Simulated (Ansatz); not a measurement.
## Bands of N

```xyz
4
Lattice="4.0500 0.0000 0.0000 -2.0250 3.5074 0.0000 0.0000 0.0000 6.6040" Properties=species:S:1:pos:R:3 pbc="T T T"
N     0.0000    2.3383    2.2322
N     2.0250    1.1691    5.5342
N     0.0000    2.3383    1.0698
N     2.0250    1.1691    4.3718
```

Atoms are numbered in the order listed.

The geometry is COD entry 9012476, unchecked; take it as a test cell.

Theory: DFT, PBE, all-electron LAPW, scalar-relativistic in Ansatz 0.2.0.

The runs use a Γ-centred 9×9×5 k mesh, Fermi–Dirac smearing of 0.03 eV, basis error target 1 meV/atom, no spin polarisation.

Points in fractions of the reciprocal vectors of this cell: Γ (0, 0, 0), M (0.5, 0, 0), K (0.333, 0.333, 0), A (0, 0, 0.5), L (0.5, 0, 0.5), H (0.333, 0.333, 0.5). The path joins them by straight lines in the order Γ–M–K–Γ–A–L–H–A–L; legs that retrace an earlier one aren't tabulated. Energies are in eV from the top of the valence band.

**Question.** Is there a gap, and where are the band edges?

**Answer.** 6.04 eV, indirect from Γ to K (0.333, 0.333, 0).

**Question.** List the levels between -14 and 6.5 eV at the symmetry points.

**Answer.** 
Γ: -5.00, -3.94, -1.52 (×2), -1.51, -1.34 (×2), 0.00
M: -4.59, -4.24, -1.99, -1.83, -1.66, -1.36, -0.73, -0.30, 6.24
K: -4.41 (×2), -1.89, -1.81 (×2), -1.49, -0.48 (×2), 6.04
A: -4.57 (×2), -1.43 (×4), -0.66 (×2)
L: -4.45 (×2), -1.76 (×2), -1.51 (×2), -0.65 (×2)
H: -4.43 (×2), -1.70 (×2), -1.64 (×2), -0.65 (×2)

Kohn–Sham gaps of semilocal functionals usually fall short of measured ones.
